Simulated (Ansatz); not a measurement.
Input and output for Ti (beta tin type): DFT, PBE, all-electron LAPW, scalar-relativistic (Ansatz 0.2.0). This run: beta tin relaxed under pressure.

The cell comes from a relaxation on PAW files under the same functional, begun from a prototype that needn't be the stable phase.

Command: `ansatz run input.yaml --threads 1 --pin off --max-ram 3584MiB --backend cpu --events-out ev --progress --plain --runs-dir out` It took 2.4 min on 1 thread of Arm Neoverse V2, on a shared host, peak memory 0.91 GiB.

```yaml
crystal:
  lattice:
    - [-2.3738370633, 2.3738370633, 1.3530540507]
    - [2.3738370633, -2.3738370633, 1.3530540507]
    - [2.3738370633, 2.3738370633, -1.3530540507]
  atoms:
    - { symbol: Ti, position: [-0.375, -0.125, -0.25] }
    - { symbol: Ti, position: [0.375, 0.125, 0.25] }
kpoints:
  mp_grid: { grid: [16, 16, 16] }
scf:
  occupations: { method: fermi_dirac, width: 0.1 }
hamiltonian:
  xc: pbe
  pseudopotentials: { kind: all_electron, lapw: { basis_error: 0.0005 } }
output:
  forces: true
  stress: true
  eigenvalues: true
relax:
  f_tol: 0.005
  max_steps: 12
  cell: { p_target: 16.0, stress_tol: 0.03 }
```

Output:

```
The last accepted step is kept in <dir> (removed where the run ends without a failure and the disk answers)
LAPW: plane waves up to 9.428 Å⁻¹, error target 5.0e-4 eV per atom; small_component_spin mean_spin; Ti in spheres of 1.197 Å, 18 of its electrons in bands, Dirac shells [] (how accurate: hamiltonian.pseudopotentials.lapw.basis_error, Limitations)
Engine: ansatz 0.2.0
Pseudopotentials: kind: all_electron
Pseudopotential: Ti, LAPW, valence charge 18, lapw/all_electron/scalar/gaussian/Ti, Koelling and Harmon's equation, gaussian nucleus
Functional definition: PBE
  parameter kappa = 0.804
  parameter beta = 0.06672455060314922
  exchange = pbe_x(kappa = kappa, mu = beta*pi^2/3)
  correlation = pbe_c(beta = beta)
Crystal: 2 atoms, lattice volume = 30.498 Å³
Basis set: ecut = 338.648693863649 eV, 421 PW (Γ), FFT grids on a1+a2, a2, a3, exchange–correlation at level 2
Bands: 22, of which v1, the nominal top of the filled ones, is band 18 counted from 1 (17 counted from 0)
Symmetry: 16 space group operations
Space group: I41/amd (ITA 141), of the structure as read, at distance tolerance 3.1e-5 Å
k-points: 349 of 4096
Non-local potential: Ti, projectors of the file, none
Initial density: superposition of atomic densities (chi_scale 0.1, normalization cell)
Initial wavefunctions: plane waves of lowest kinetic energy (no species holds an atomic orbital)
Functional: x = pbe(κ = 0.804, μ = 0.2195149727645171), c = pbe(β = 0.06672455060314922)
iter 1 solved again at ethr=4.57e-4 eV; its pass at ethr=1.00e-1 eV (dr2=1.65e-1 eV) is discarded
SCF iter   1: F=—  HF=-46465.807021 eV  |F-HF|=—  |Δ(HF+E_count)|=         —  Δρ=2.43e-2  dr2=1.65e-1  ethr=4.57e-4  ⟨swp⟩=2.7  Hψ=49422  notcnv=0
preconditioner: auto → Kerker (q_TF=auto, 2.805 Å⁻¹)  [metal: Δε(μ)=0.005 eV  Ē_g=3.508 eV  σ=0.100 eV  W_gap=0.01  n_scr=16 (ndim 8)  ℏωp=19.0 eV  f_vac=0.000  D(μ)=2.72/eV (n_scr^D=36)]
iter 2 solved again at ethr=4.41e-5 eV; its pass at ethr=4.57e-4 eV (dr2=1.59e-2 eV) is discarded
SCF iter   2: F=—  HF=-46465.646706 eV  |F-HF|=—  |Δ(HF+E_count)|=   1.60e-1  Δρ=8.25e-3  dr2=1.59e-2  ethr=4.41e-5  ⟨swp⟩=2.0  Hψ=42980  notcnv=0
SCF iter   3: F=—  HF=-46465.648274 eV  |F-HF|=—  |Δ(HF+E_count)|=         —  Δρ=6.66e-3  dr2=1.23e-2  ethr=4.41e-5  ⟨swp⟩=2.0  Hψ=24481  notcnv=0
the basis was enlarged: its passes take 140.8 KiB over the memory plan, 1 of 1 planned eigensolver slots
SCF iter   4: F=—  HF=-46465.649160 eV  |F-HF|=—  |Δ(HF+E_count)|=   8.86e-4  Δρ=2.59e-3  dr2=1.94e-3  ethr=3.43e-5  ⟨swp⟩=2.0  Hψ=23999  notcnv=0
SCF iter   5: F=—  HF=-46465.649356 eV  |F-HF|=—  |Δ(HF+E_count)|=   1.95e-4  Δρ=5.03e-4  dr2=8.82e-5  ethr=5.40e-6  ⟨swp⟩=2.0  Hψ=24480  notcnv=0
SCF iter   6: F=—  HF=-46465.649358 eV  |F-HF|=—  |Δ(HF+E_count)|=   1.61e-6  Δρ=8.73e-5  dr2=2.47e-6  ethr=2.45e-7  ⟨swp⟩=2.0  Hψ=24479  notcnv=0
SCF iter   7: F=-46465.649357 eV  HF=-46465.649357 eV  |F-HF|=5.65e-9  |Δ(HF+E_count)|=   1.35e-7  Δρ=1.58e-5  dr2=5.99e-8  ethr=6.85e-9  ⟨swp⟩=2.2  Hψ=24549  notcnv=0
SCF 1 converged in 7 iterations: F = -46465.649357 eV  dr2 = 5.99e-8
relax step   1: F+E_penalty+E_count = -46465.64935742 eV  Δ(F+E_penalty+E_count) = +0.000e0 eV  max|allowed force component| = 0.000e0 eV/Å  Δτ_max = 0.0000 Å  P = +15.966 GPa  Ω = 30.498 Å³  (7 SCF iters, accepted)
Crystal: 2 atoms, lattice volume = 30.490 Å³
Basis set: ecut = 338.7088753122943 eV, 421 PW (Γ), FFT grids on a1+a2, a2, a3, exchange–correlation at level 2
Initial density: handed on by an earlier stage of this run
Initial wavefunctions: those handed on with the density
iter 1 solved again at ethr=8.94e-11 eV; its pass at ethr=1.00e-1 eV (dr2=3.22e-8 eV) is discarded
SCF iter   1: F=—  HF=-46465.648547 eV  |F-HF|=—  |Δ(HF+E_count)|=         —  Δρ=1.48e-5  dr2=3.39e-8  ethr=8.94e-11  ⟨swp⟩=4.3  Hψ=46066  notcnv=0
preconditioner: auto → Kerker (q_TF=auto, 2.805 Å⁻¹)  [metal: Δε(μ)=0.005 eV  Ē_g=3.310 eV  σ=0.100 eV  W_gap=0.01  n_scr=16 (ndim 8)  ℏωp=19.0 eV  f_vac=0.000  D(μ)=2.91/eV (n_scr^D=36)]
SCF iter   2: F=-46465.648546 eV  HF=-46465.648546 eV  |F-HF|=5.16e-9  |Δ(HF+E_count)|=   9.63e-7  Δρ=8.53e-6  dr2=1.22e-8  ethr=8.94e-11  ⟨swp⟩=3.0  Hψ=25138  notcnv=0
SCF 2 converged in 2 iterations: F = -46465.648546 eV  dr2 = 1.22e-8
relax step   2: F+E_penalty+E_count = -46465.64854640 eV  Δ(F+E_penalty+E_count) = +8.110e-4 eV  max|allowed force component| = 4.163e-17 eV/Å  Δτ_max = 0.0000 Å  P = +16.006 GPa  Ω = 30.490 Å³  (2 SCF iters, accepted)
iter 1 solved again at ethr=3.32e-11 eV; its pass at ethr=1.00e-1 eV (dr2=1.19e-8 eV) is discarded
SCF iter   1: F=—  HF=-46465.648547 eV  |F-HF|=—  |Δ(HF+E_count)|=         —  Δρ=8.50e-6  dr2=1.20e-8  ethr=3.32e-11  ⟨swp⟩=3.0  Hψ=36734  notcnv=0
SCF iter   2: F=-46465.648546 eV  HF=-46465.648546 eV  |F-HF|=2.97e-9  |Δ(HF+E_count)|=   9.53e-7  Δρ=5.30e-6  dr2=4.94e-9  ethr=3.32e-11  ⟨swp⟩=3.0  Hψ=25872  notcnv=0
SCF 3 converged in 2 iterations: F = -46465.648546 eV  dr2 = 4.94e-9
relax step   3: F+E_penalty+E_count = -46465.64854642 eV  Δ(F+E_penalty+E_count) = -2.280e-8 eV  max|allowed force component| = 4.163e-17 eV/Å  Δτ_max = 0.0000 Å  P = +16.006 GPa  Ω = 30.490 Å³  stress off target by 1.48e-2 GPa  SCF on the basis re-selected at this cell (its energy is not comparable with the rows above)  (2 SCF iters)
basis re-selected at this cell: Δ(F+E_penalty+E_count) = -2.280e-8 eV, ΔP = -0.000 GPa vs the last step (what re-selecting the basis moved, after the strain that the cell walked since its last selection, with what the two solves' SCF thresholds leave and, on support functions, any second-order correction that the steps lacked; it is no measure of the basis error at this ecutwfc). This SCF's stress stands 1.48e-2 GPa from its target on what of the cell is left free (relax.cell.stress_tol is 3.00e-2 GPa) and its largest allowed force component is 4.16e-17 eV/Å (relax.f_tol is 5.00e-3 eV/Å): within both
SCF converged after 2 iterations
Free energy (F): -46465.648546 eV
Harris-Foulkes:  -46465.648546 eV  (|F-HF|=2.97e-9)
Internal energy: -46465.552135 eV  (E = F + TS)
E sigma→0 (E₀):  -46465.600340 eV
Entropy (-TS):   -0.096412 eV (-48.206 meV/atom)
Fermi energy:    15.677729 eV
--- Per-component energies (eV) ---
  E_band       = -5310.437981
  E_kinetic    = 46922.869486
  E_xc         = -2300.132337
  E_electrostatic = -91088.289284  (all electrons and nuclei)
  E_smearing   = -0.096412  (= −TS)
  E_closure    = 0.000000  (closes the sum)
  E_atoms      = -46453.242101  (free atoms, spherical and without spin; not in F)
  Σ components = -46465.648546   (vs F -46465.648546, Δ=0.00e0)
  Basis errors (estimates in eV, not in F): energy 1.4e-4 per atom: plane waves 1.2e-4 (6.9e-5 summed), levels above the bands 1.4e-14, relativity 1.4e-8, radial functions 2.0e-5, core shells 4.4e-7; eigenvalues (radial functions only) 1.3e-7; not estimated: angular momenta, meshes, grids; target (lapw.basis_error) 5.0e-4; muffin-tin radii Ti 1.197 Å
--- Forces (eV/Å), atoms counted from 1 ---
  atom   1  Ti    -0.00000000     0.00000000     0.00000000
  atom   2  Ti     0.00000000    -0.00000000     0.00000000
  max |Σ_I F_I| component: 0.00e0 eV/Å
--- Stress (GPa, compression-positive) ---
       16.001026       0.000000       0.000000
        0.000000      16.001026       0.000000
        0.000000       0.000000      16.014848
  P = ⅓ Tr σ = 16.0056 GPa (160.056 kbar)
--- Band table (eV; the first three rows and the last of 349) ---
  k-point 0: bands = ["-421.7461", "-421.7461", "-421.7461", "-421.7461", "-421.7420", "-421.7420", "-40.6868", "-40.1665", "-17.3641", "-17.3641", "-16.3293", "-16.3094", "-16.1740", "-16.1740", "9.7355", "12.4980", "14.6425", "15.1986", "16.0003", "18.4195", "18.4195", "18.4779"]
  k-point 1: bands = ["-421.7461", "-421.7461", "-421.7461", "-421.7461", "-421.7420", "-421.7420", "-40.6818", "-40.1714", "-17.3554", "-17.3550", "-16.3433", "-16.3079", "-16.1886", "-16.1720", "9.8008", "12.5420", "14.6674", "15.1635", "15.9570", "18.4267", "18.4604", "18.5097"]
  k-point 2: bands = ["-421.7461", "-421.7461", "-421.7461", "-421.7461", "-421.7420", "-421.7420", "-40.6670", "-40.1862", "-17.3295", "-17.3281", "-16.3817", "-16.3035", "-16.2315", "-16.1688", "9.9939", "12.6683", "14.7428", "15.0708", "15.8432", "18.4363", "18.5684", "18.6010"]
  k-point 348: bands = ["-421.7461", "-421.7461", "-421.7461", "-421.7461", "-421.7420", "-421.7420", "-40.4191", "-40.4191", "-17.6223", "-17.6223", "-16.3298", "-16.3298", "-16.0260", "-16.0260", "13.6419", "13.6419", "15.9295", "15.9295", "16.3559", "16.3559", "18.2388", "18.2388"]
--- Relaxed structure (2 steps of the walk, 2 accepted, 1 SCFs on fresh bases) ---
  F+E_penalty+E_count = -46465.64854642 eV   max|allowed force component| = 4.163e-17 eV/Å   (the final SCF, on the basis selected at the relaxed cell)
  cell:  # Å, volume = 30.4903 Å³
    - [-2.373673440404558, 2.373673440404558, 1.3528799479291302]
    - [2.373673440404558, -2.373673440404558, 1.3528799479291302]
    - [2.373673440404558, 2.373673440404558, -1.3528799479291302]
  atoms:
    - { symbol: Ti, position: [-0.375, -0.125, -0.25] }
    - { symbol: Ti, position: [0.375, 0.125, 0.25] }
```

Next run (simple hexagonal relaxed under pressure), as changes to the input before:

```diff
   lattice:
-    - [-2.3738370633, 2.3738370633, 1.3530540507]
-    - [2.3738370633, -2.3738370633, 1.3530540507]
-    - [2.3738370633, 2.3738370633, -1.3530540507]
+    - [2.6249356642, 0.0, 0.0]
+    - [-1.3124678321, 2.2732609685, 0.0]
+    - [0.0, 0.0, 2.5925793692]
   atoms:
-    - { symbol: Ti, position: [-0.375, -0.125, -0.25] }
-    - { symbol: Ti, position: [0.375, 0.125, 0.25] }
+    - { symbol: Ti, position: [0.0, 0.0, 0.0] }
 kpoints:
-  mp_grid: { grid: [16, 16, 16] }
+  mp_grid: { grid: [16, 16, 15] }
 scf:
```

Results part of the output:

```
basis re-selected at this cell: Δ(F+E_penalty+E_count) = +1.107e-8 eV, ΔP = -0.000 GPa vs the last step (what re-selecting the basis moved, after the strain that the cell walked since its last selection, with what the two solves' SCF thresholds leave and, on support functions, any second-order correction that the steps lacked; it is no measure of the basis error at this ecutwfc). This SCF's stress stands 1.26e-2 GPa from its target on what of the cell is left free (relax.cell.stress_tol is 3.00e-2 GPa) and its largest allowed force component is 0.00e0 eV/Å (relax.f_tol is 5.00e-3 eV/Å): within both
SCF converged after 2 iterations
Free energy (F): -23232.884739 eV
Harris-Foulkes:  -23232.884739 eV  (|F-HF|=4.37e-11)
Internal energy: -23232.852350 eV  (E = F + TS)
E sigma→0 (E₀):  -23232.868544 eV
Entropy (-TS):   -0.032389 eV (-32.389 meV/atom)
Fermi energy:    15.453437 eV
--- Per-component energies (eV) ---
  E_band       = -2659.760389
  E_kinetic    = 23461.610901
  E_xc         = -1149.863495
  E_electrostatic = -45544.599756  (all electrons and nuclei)
  E_smearing   = -0.032389  (= −TS)
  E_closure    = 0.000000  (closes the sum)
  E_atoms      = -23226.621050  (free atoms, spherical and without spin; not in F)
  Σ components = -23232.884739   (vs F -23232.884739, Δ=0.00e0)
  Basis errors (estimates in eV, not in F): energy 1.0e-4 per atom: plane waves 8.3e-5 (4.7e-5 summed), levels above the bands 3.2e-34, relativity 1.0e-8, radial functions 2.0e-5, core shells 1.1e-7; eigenvalues (radial functions only) 1.7e-7; not estimated: angular momenta, meshes, grids; target (lapw.basis_error) 5.0e-4; muffin-tin radii Ti 1.257 Å
--- Forces (eV/Å), atoms counted from 1 ---
  atom   1  Ti     0.00000000     0.00000000    -0.00000000
  max |Σ_I F_I| component: 4.31e-32 eV/Å
--- Stress (GPa, compression-positive) ---
       16.012570      -0.000000       0.000000
        0.000000      16.012570       0.000000
        0.000000       0.000000      15.996546
  P = ⅓ Tr σ = 16.0072 GPa (160.072 kbar)
--- Band table (eV; the first three rows and the last of 240) ---
  k-point 0: bands = ["-422.0386", "-422.0151", "-422.0151", "-40.8982", "-16.6419", "-16.4147", "-16.4147", "9.4972", "13.9188", "16.6955", "16.6955", "20.0243", "20.0243"]
  k-point 1: bands = ["-422.0386", "-422.0151", "-422.0151", "-40.8915", "-16.6890", "-16.4111", "-16.4111", "9.6192", "13.9992", "16.7154", "16.7154", "19.9411", "19.9411"]
  k-point 2: bands = ["-422.0386", "-422.0151", "-422.0151", "-40.8727", "-16.8210", "-16.4009", "-16.4009", "9.9712", "14.2271", "16.7724", "16.7724", "19.7121", "19.7121"]
  k-point 239: bands = ["-422.0386", "-422.0151", "-422.0151", "-40.4587", "-17.3665", "-17.2564", "-17.1053", "13.7759", "14.4878", "16.4569", "17.0843", "20.5408", "25.7271"]
--- Relaxed structure (2 steps of the walk, 2 accepted, 1 SCFs on fresh bases) ---
  F+E_penalty+E_count = -23232.88473877 eV   max|allowed force component| = 0.000e0 eV/Å   (the final SCF, on the basis selected at the relaxed cell)
  cell:  # Å, volume = 15.4660 Å³
    - [2.624812209917267, 0.0, 0.0]
    - [-1.3124061049586335, 2.2731540539519264, 0.0]
    - [0.0, 0.0, 2.5920867817649795]
  atoms:
    - { symbol: Ti, position: [0.0, 0.0, 0.0] }
```
